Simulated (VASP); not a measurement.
# Ga (C2/c) in VASP: further runs

One crystal, Ga, is run at these levels: PBE; tasks: single point.

All numbers are computed with VASP 6.6.1; they aren't measurements. Logs are shortened: lines on timing, memory, paths and dates and some standing lists are left out, and cuts for length are marked.

## (1) Starting point

The structure is monoclinic, space group C2/c (No. 15). The conventional cell has a = 2.766 Å, b = 8.053 Å, c = 3.332 Å, α = 90.00°, β = 92.02°, γ = 90.00°. Ga (site symmetry 2) is surrounded by 8 Ga at 2.69 to 2.92 Å.

This isn't the form of Ga at room conditions, which is orthorhombic.

## (2) Single point, PBE

Input file INCAR:

```
PREC = Accurate
ENCUT = 450
EDIFF = 1E-6
ISMEAR = 0
SIGMA = 0.15
LREAL = False
LASPH = True
NELM = 100
ALGO = Normal
ISIF = 2
LWAVE = False
LCHARG = False
GGA = PE
NBANDS = 20
ADDGRID = False
```

Input file KPOINTS:

```
regular mesh
0
Gamma
  6 6 5
```

Input file POSCAR:

```
Ga
1.0
    1.3830000000     -4.0265000000      0.0000000000
    1.3830000000      4.0265000000      0.0000000000
   -0.1174474948      0.0000000000      3.3299294416
Ga
2
Direct
    0.0863460000      0.8268100000      0.7848140000
    0.8777350000      0.1376800000      0.2531650000
```

Potentials or basis: VASP PAW PBE potentials, release 64 (Ga_d).

Launch:

```
cat potpaw_PBE.64/Ga_d/POTCAR > POTCAR
mpirun -np 1 vasp_std > vasp.out
```

OUTCAR:

```text
PREC = Accurate
   ENCUT = 450
   EDIFF = 1E-6
   ISMEAR = 0
   LREAL = False
   LASPH = True
   NELM = 100
   ISIF = 2
   GGA = PE

 Found     92 irreducible k-points:

 Following reciprocal coordinates:
            Coordinates               Weight
  0.000000  0.000000  0.000000      1.000000
  0.166667  0.000000  0.000000      2.000000
 -0.000000 -0.166667  0.000000      2.000000
  0.333333  0.000000  0.000000      2.000000
 -0.000000 -0.333333 -0.000000      2.000000
  0.500000 -0.000000  0.000000      1.000000
   k-points           NKPTS =     92   k-points in BZ     NKDIM =     92   number of bands    NBANDS=     20
   number of dos      NEDOS =    301   number of ions     NIONS =      2
   total plane-waves  NPLWV =  21600
   dimension x,y,z NGX =    30 NGY =   30 NGZ =   24
   dimension x,y,z NGXF=    60 NGYF=   60 NGZF=   48
   ions per type =               2
   NGX,Y,Z   is equivalent  to a cutoff of  11.71, 11.71, 11.97 a.u.
   NGXF,Y,Z  is equivalent  to a cutoff of  23.43, 23.43, 23.95 a.u.
 SYSTEM =  unknown system
   PREC   = accura    normal or accurate (medium, high low for compatibility)
   ISTART =      0    job   : 0-new  1-cont  2-samecut
   ICHARG =      2    charge: 1-file 2-atom 10-const
   ISPIN  =      1    spin polarized calculation?
   LNONCOLLINEAR =      F non collinear calculations
   LSORBIT =      F    spin-orbit coupling
   LASPH  =      T    aspherical Exc in radial PAW
   ENCUT  =  450.0 eV  33.07 Ry    5.75 a.u.   7.36  7.36  5.76*2*pi/ulx,y,z
   NELM   =    100;   NELMIN=  2; NELMDL= -5     # of ELM steps
   EDIFF  = 0.1E-05   stopping-criterion for ELM
[... 8 lines left out ...]
   TEBEG  =    0.0;   TEEND  =   0.0 temperature during run
   PSTRESS=    0.0 pullay stress
   NELECT =      26.0000    total number of electrons
   NUPDOWN=      -1.0000    fix difference up-down
   EMIN   =  10.00;   EMAX   =-10.00  energy-range for DOS
   EFERMI =   0.00;   METHOD = LEGACY
   ISMEAR =     0;   SIGMA  =   0.15  broadening in eV -4-tet -1-fermi 0-gaus
   EFERMI_NEDOS =   21; number of points for ismear=-14 and -15
   IALGO  =     38    algorithm
   IMIX   =      4    mixing-type and parameters
     AMIX     =   0.40;   BMIX     =  1.00
     AMIX_MAG =   1.60;   BMIX_MAG =  1.00
  volume/ion in A,a.u.               =      18.54       125.14
  Fermi-wavevector in a.u.,A,eV,Ry     =   1.454323  2.748273 28.777089  2.115056
  Thomas-Fermi vector in A             =   2.571487
   LORBIT       =      0    0 simple, 1 ext, 2 COOP (PROOUT), +10 PAW based schemes
   GGA     = PE    functional components
   LHFCALC =     F    Hartree Fock is set to
   AEXX    =    0.0000 exact exchange contribution
   IVDW    =     0    specifies the selected vdW correction
   LEPSILON=     F    determine dielectric tensor
   LRPA    =     F    only Hartree local field effects (RPA)
 non-spin polarized calculation
 Gauss-broadening in eV      SIGMA  =   0.15
  energy-cutoff  :      450.00
  volume of cell :       37.09
 maximum number of plane-waves:       814
 NGX is ok and might be reduce to    30
   NGX = 15   NGY = 15   NGZ = 11

 number of electron      25.9999991 magnetization

 Free energy of the ion-electron system (eV)
  ---------------------------------------------------
  ext. energy  EPLUGINS =         0.00000000
  ---------------------------------------------------
  free energy    TOTEN  =        -5.72139718 eV

  energy without entropy =       -5.70901991  energy(sigma->0) =       -5.71520855

 E-fermi :   5.6050     XC(G=0): -11.0554

 val. band max:        5.6023537080   @ k =   0.3333   0.0000   0.4000
 cond. band min:       5.6764039801   @ k =   0.5000  -0.0000   0.0000
 fundamental gap:      0.0740502721
 Fermi energy:         5.6049932363

 k-point     1 :       0.0000    0.0000    0.0000
  band No.  band energies     occupation
      1      -9.5331      2.00000
      2      -9.5036      2.00000
      3      -9.4617      2.00000
      4      -9.4423      2.00000
      5      -9.1851      2.00000
      6      -9.1643      2.00000
[... 12 lines left out ...]
     19      16.5348      0.00000
     20      18.7229      0.00000

 k-point     2 :       0.1667    0.0000    0.0000
  band No.  band energies     occupation
      1      -9.5131      2.00000
      2      -9.4712      2.00000
      3      -9.4146      2.00000
      4      -9.3462      2.00000
      5      -9.2262      2.00000
      6      -9.2159      2.00000
[... 12 lines left out ...]
     19      16.8447      0.00000
     20      20.2850      0.00000

 k-point     3 :      -0.0000   -0.1667    0.0000
  band No.  band energies     occupation
      1      -9.5035      2.00000
      2      -9.4642      2.00000
      3      -9.4065      2.00000
      4      -9.3473      2.00000
      5      -9.2243      2.00000
      6      -9.2126      2.00000
[... 12 lines left out ...]
     19      16.9250      0.00000
     20      20.3334      0.00000

 k-point     4 :       0.3333    0.0000    0.0000
  band No.  band energies     occupation
      1      -9.4851      2.00000
      2      -9.4268      2.00000
      3      -9.3572      2.00000
      4      -9.3524      2.00000
      5      -9.3176      2.00000
      6      -9.2073      2.00000
[... 12 lines left out ...]
     19      17.2049      0.00000
     20      18.5639      0.00000

 k-point     5 :      -0.0000   -0.3333   -0.0000
  band No.  band energies     occupation
      1      -9.4466      2.00000
      2      -9.4047      2.00000
      3      -9.3485      2.00000
      4      -9.3144      2.00000
      5      -9.2855      2.00000
      6      -9.2255      2.00000
[... 12 lines left out ...]
     19      17.2243      0.00000
     20      18.6564      0.00000

 k-point     6 :       0.5000   -0.0000    0.0000
  band No.  band energies     occupation
      1      -9.4764      2.00000
      2      -9.4409      2.00000
      3      -9.3913      2.00000
      4      -9.3524      2.00000
      5      -9.3458      2.00000
      6      -9.2244      2.00000
[... 12 lines left out ...]
     19      16.3747      0.00000
     20      17.1153      0.00000

 [... further k-points ...]

------------------------ aborting loop because EDIFF is reached ----------------------------------------

  FORCE on cell =-STRESS in cart. coord.  units (eV):
  Direction    XX          YY          ZZ          XY          YZ          ZX
  --------------------------------------------------------------------------------------
  -------------------------------------------------------------------------------------
  Total        0.9544907      0.1496058      0.2460774      0.0123001      0.1071875      0.1346897
  in kB       41.2351311      6.4631461     10.6308351      0.5313770      4.6306275      5.8187542
  external PRESSURE =      19.4430374 kB  Pullay stress =       0.0000000 kB

 VOLUME and BASIS-vectors are now :
 -----------------------------------------------------------------------------
  energy-cutoff  :      450.00
  volume of cell :       37.09
      direct lattice vectors                 reciprocal lattice vectors
     1.383000000 -4.026500000  0.000000000     0.361532899 -0.124177325  0.012751361
     1.383000000  4.026500000  0.000000000     0.361532899  0.124177325  0.012751361
    -0.117447495  0.000000000  3.329929442     0.000000000  0.000000000  0.300306663

 POSITION                                       TOTAL-FORCE (eV/Angst)
 -----------------------------------------------------------------------------------
      1.17072      2.98148      2.61338        -0.000466     -0.233254     -0.191799
      1.37459     -2.97983      0.84302         0.000466      0.233254      0.191799
 -----------------------------------------------------------------------------------
    total drift:                               -0.000011      0.000020     -0.000000

  FREE ENERGIE OF THE ION-ELECTRON SYSTEM (eV)
  ---------------------------------------------------
  free  energy   TOTEN  =        -5.7213971820 eV

  energy  without entropy=       -5.7090199099  energy(sigma->0) =       -5.71520855
```

It took 46 s on 1 thread of Intel Xeon Platinum 8259CL at 2.50GHz (Skylake/Cascade Lake), shared host; peak memory 0.18 GiB.

The run converged, but some of its settings lie outside the range that counts as converged, so its numbers aren't taken as properties of the crystal.

What came out:

| Quantity | Value |
| --- | --- |
| Free energy | -5.7214 eV |
| Pressure | 1.9 GPa |
| Largest force | 0.302 eV/Å |
| Band gap on the k mesh | none (metal or under the smearing width) |

Caveat: the k mesh is coarse (spacing up to 0.40 Å⁻¹), so the values aren't converged.

## (3) Single point, PBE

INCAR: that of step 2 with these lines changed.

```diff
@@ -1,3 +1,3 @@
 PREC = Accurate
-ENCUT = 450
+ENCUT = 350
 EDIFF = 1E-6
```

Input file KPOINTS:

```
regular mesh
0
Gamma
  7 7 6
```

Input file POSCAR:

```
Ga
1.0
    1.3830000000     -4.0265000000      0.0000000000
    1.3830000000      4.0265000000      0.0000000000
   -0.1174474948      0.0000000000      3.3299294416
Ga
2
Direct
    0.1310000000      0.8690000000      0.7500000000
    0.8690000000      0.1310000000      0.2500000000
```

Potentials or basis: VASP PAW PBE potentials, release 64 (Ga_d).

Launch:

```
cat potpaw_PBE.64/Ga_d/POTCAR > POTCAR
mpirun -np 1 vasp_std > vasp.out
```

OUTCAR:

```text
PREC = Accurate
   ENCUT = 350
   EDIFF = 1E-6
   ISMEAR = 0
   LREAL = False
   LASPH = True
   NELM = 100
   ISIF = 2
   GGA = PE

 Found     88 irreducible k-points:

 Following reciprocal coordinates:
            Coordinates               Weight
  0.000000  0.000000  0.000000      1.000000
  0.142857  0.000000  0.000000      4.000000
  0.285714 -0.000000  0.000000      4.000000
  0.428571 -0.000000 -0.000000      4.000000
  0.142857  0.142857  0.000000      2.000000
  0.285714  0.142857 -0.000000      4.000000
   k-points           NKPTS =     88   k-points in BZ     NKDIM =     88   number of bands    NBANDS=     20
   number of dos      NEDOS =    301   number of ions     NIONS =      2
   total plane-waves  NPLWV =  15680
   dimension x,y,z NGX =    28 NGY =   28 NGZ =   20
   dimension x,y,z NGXF=    56 NGYF=   56 NGZF=   40
   ions per type =               2
   NGX,Y,Z   is equivalent  to a cutoff of  10.93, 10.93,  9.98 a.u.
   NGXF,Y,Z  is equivalent  to a cutoff of  21.87, 21.87, 19.96 a.u.
 SYSTEM =  unknown system
   PREC   = accura    normal or accurate (medium, high low for compatibility)
   ISTART =      0    job   : 0-new  1-cont  2-samecut
   ICHARG =      2    charge: 1-file 2-atom 10-const
   ISPIN  =      1    spin polarized calculation?
   LNONCOLLINEAR =      F non collinear calculations
   LSORBIT =      F    spin-orbit coupling
   LASPH  =      T    aspherical Exc in radial PAW
   ENCUT  =  350.0 eV  25.72 Ry    5.07 a.u.   6.49  6.49  5.08*2*pi/ulx,y,z
   NELM   =    100;   NELMIN=  2; NELMDL= -5     # of ELM steps
   EDIFF  = 0.1E-05   stopping-criterion for ELM
[... 8 lines left out ...]
   TEBEG  =    0.0;   TEEND  =   0.0 temperature during run
   PSTRESS=    0.0 pullay stress
   NELECT =      26.0000    total number of electrons
   NUPDOWN=      -1.0000    fix difference up-down
   EMIN   =  10.00;   EMAX   =-10.00  energy-range for DOS
   EFERMI =   0.00;   METHOD = LEGACY
   ISMEAR =     0;   SIGMA  =   0.15  broadening in eV -4-tet -1-fermi 0-gaus
   EFERMI_NEDOS =   21; number of points for ismear=-14 and -15
   IALGO  =     38    algorithm
   IMIX   =      4    mixing-type and parameters
     AMIX     =   0.40;   BMIX     =  1.00
     AMIX_MAG =   1.60;   BMIX_MAG =  1.00
  volume/ion in A,a.u.               =      18.54       125.14
  Fermi-wavevector in a.u.,A,eV,Ry     =   1.454323  2.748273 28.777089  2.115056
  Thomas-Fermi vector in A             =   2.571487
   LORBIT       =      0    0 simple, 1 ext, 2 COOP (PROOUT), +10 PAW based schemes
   GGA     = PE    functional components
   LHFCALC =     F    Hartree Fock is set to
   AEXX    =    0.0000 exact exchange contribution
   IVDW    =     0    specifies the selected vdW correction
   LEPSILON=     F    determine dielectric tensor
   LRPA    =     F    only Hartree local field effects (RPA)
 non-spin polarized calculation
 Gauss-broadening in eV      SIGMA  =   0.15
  energy-cutoff  :      350.00
  volume of cell :       37.09
 maximum number of plane-waves:       560
 NGX is ok and might be reduce to    28
   NGX = 13   NGY = 13   NGZ = 11

 number of electron      26.0000024 magnetization

 Free energy of the ion-electron system (eV)
  ---------------------------------------------------
  ext. energy  EPLUGINS =         0.00000000
  ---------------------------------------------------
  free energy    TOTEN  =        -5.73512020 eV

  energy without entropy =       -5.72452758  energy(sigma->0) =       -5.72982389

 E-fermi :   5.6813     XC(G=0): -11.0573

 val. band max:        5.6646396944   @ k =   0.2857   0.1429   0.5000
 cond. band min:       5.7044455198   @ k =  -0.1429   0.4286   0.1667
 fundamental gap:      0.0398058254
 Fermi energy:         5.6813258357

 k-point     1 :       0.0000    0.0000    0.0000
  band No.  band energies     occupation
      1      -9.4901      2.00000
      2      -9.4829      2.00000
      3      -9.4476      2.00000
      4      -9.4221      2.00000
      5      -9.1497      2.00000
      6      -9.1473      2.00000
[... 12 lines left out ...]
     19      16.3800      0.00000
     20      18.7604      0.00000

 k-point     2 :       0.1429    0.0000    0.0000
  band No.  band energies     occupation
      1      -9.4745      2.00000
      2      -9.4524      2.00000
      3      -9.4044      2.00000
      4      -9.3483      2.00000
      5      -9.1861      2.00000
      6      -9.1830      2.00000
[... 12 lines left out ...]
     19      16.8210      0.00000
     20      20.0424      0.00000

 k-point     3 :       0.2857   -0.0000    0.0000
  band No.  band energies     occupation
      1      -9.4418      2.00000
      2      -9.4017      2.00000
      3      -9.3246      2.00000
      4      -9.2927      2.00000
      5      -9.2693      2.00000
      6      -9.1832      2.00000
[... 12 lines left out ...]
     19      17.1537      0.00000
     20      19.6023      0.00000

 k-point     4 :       0.4286   -0.0000   -0.0000
  band No.  band energies     occupation
      1      -9.4200      2.00000
      2      -9.4029      2.00000
      3      -9.3432      2.00000
      4      -9.3192      2.00000
      5      -9.3040      2.00000
      6      -9.1980      2.00000
[... 12 lines left out ...]
     19      15.8664      0.00000
     20      17.8747      0.00000

 k-point     5 :       0.1429    0.1429    0.0000
  band No.  band energies     occupation
      1      -9.4581      2.00000
      2      -9.4110      2.00000
      3      -9.3290      2.00000
      4      -9.2570      2.00000
      5      -9.2388      2.00000
      6      -9.2131      2.00000
[... 12 lines left out ...]
     19      17.9313      0.00000
     20      20.3456      0.00000

 k-point     6 :       0.2857    0.1429   -0.0000
  band No.  band energies     occupation
      1      -9.4417      2.00000
      2      -9.3937      2.00000
      3      -9.3591      2.00000
      4      -9.2999      2.00000
      5      -9.2668      2.00000
      6      -9.2328      2.00000
[... 12 lines left out ...]
     19      17.0187      0.00000
     20      18.0501      0.00000

 [... further k-points ...]

------------------------ aborting loop because EDIFF is reached ----------------------------------------

  FORCE on cell =-STRESS in cart. coord.  units (eV):
  Direction    XX          YY          ZZ          XY          YZ          ZX
  --------------------------------------------------------------------------------------
  -------------------------------------------------------------------------------------
  Total        0.2886819      0.7714744      0.2904282      0.0000000      0.0000000     -0.0979272
  in kB       12.4714015     33.3286100     12.5468408      0.0000000      0.0000000     -4.2305734
  external PRESSURE =      19.4489508 kB  Pullay stress =       0.0000000 kB

 VOLUME and BASIS-vectors are now :
 -----------------------------------------------------------------------------
  energy-cutoff  :      350.00
  volume of cell :       37.09
      direct lattice vectors                 reciprocal lattice vectors
     1.383000000 -4.026500000  0.000000000     0.361532899 -0.124177325  0.012751361
     1.383000000  4.026500000  0.000000000     0.361532899  0.124177325  0.012751361
    -0.117447495  0.000000000  3.329929442     0.000000000  0.000000000  0.300306663

 POSITION                                       TOTAL-FORCE (eV/Angst)
 -----------------------------------------------------------------------------------
      1.29491      2.97156      2.49745        -0.000000     -0.143304     -0.000000
      1.35364     -2.97156      0.83248         0.000000      0.143304      0.000000
 -----------------------------------------------------------------------------------
    total drift:                                0.000000     -0.000000     -0.000000

  FREE ENERGIE OF THE ION-ELECTRON SYSTEM (eV)
  ---------------------------------------------------
  free  energy   TOTEN  =        -5.7351201973 eV

  energy  without entropy=       -5.7245275816  energy(sigma->0) =       -5.72982389
```

OSZICAR:

```text
N       E                     dE             d eps       ncg     rms          rms(c)
DAV:   1     0.112060192799E+03    0.11206E+03   -0.10601E+04  3744   0.197E+03
DAV:   2     0.344019633527E+01   -0.10862E+03   -0.10605E+03  3696   0.320E+02
DAV:   3    -0.566338791337E+01   -0.91036E+01   -0.90715E+01  3928   0.819E+01
DAV:   4    -0.578488026252E+01   -0.12149E+00   -0.12145E+00  4096   0.107E+01
DAV:   5    -0.578696101360E+01   -0.20808E-02   -0.20806E-02  4056   0.131E+00    0.140E+00
DAV:   6    -0.574409797536E+01    0.42863E-01   -0.85273E-02  4752   0.477E+00    0.730E-01
DAV:   7    -0.573598448746E+01    0.81135E-02   -0.17342E-02  5008   0.178E+00    0.201E-01
DAV:   8    -0.573510444474E+01    0.88004E-03   -0.21894E-03  3952   0.634E-01    0.199E-02
DAV:   9    -0.573511908632E+01   -0.14642E-04   -0.10859E-04  3976   0.100E-01    0.789E-03
DAV:  10    -0.573512025231E+01   -0.11660E-05   -0.74947E-06  3876   0.301E-02    0.236E-03
DAV:  11    -0.573512019727E+01    0.55044E-07   -0.97579E-07  2444   0.120E-02
   1 F= -.57351202E+01 E0= -.57298239E+01  d E =-.105926E-01
```

Wall time 42 s (1 thread of Intel Xeon Platinum 8259CL at 2.50GHz (Skylake/Cascade Lake), shared host); peak memory 0.15 GiB.

These settings aren't checked as converged: the numbers below hold their error.

What came out:

```
Free energy            : -5.7351 eV
Pressure               : 1.9 GPa
Largest force          : 0.143 eV/Å
Band gap on the k mesh : none (metal or under the smearing width)
```

Caveat: the cutoff is under 1.25 times the usual one of these potentials, so pressure, stress and relaxed cells hold a basis-set (Pulay) error.

(Part 1 of 2 ends here.)
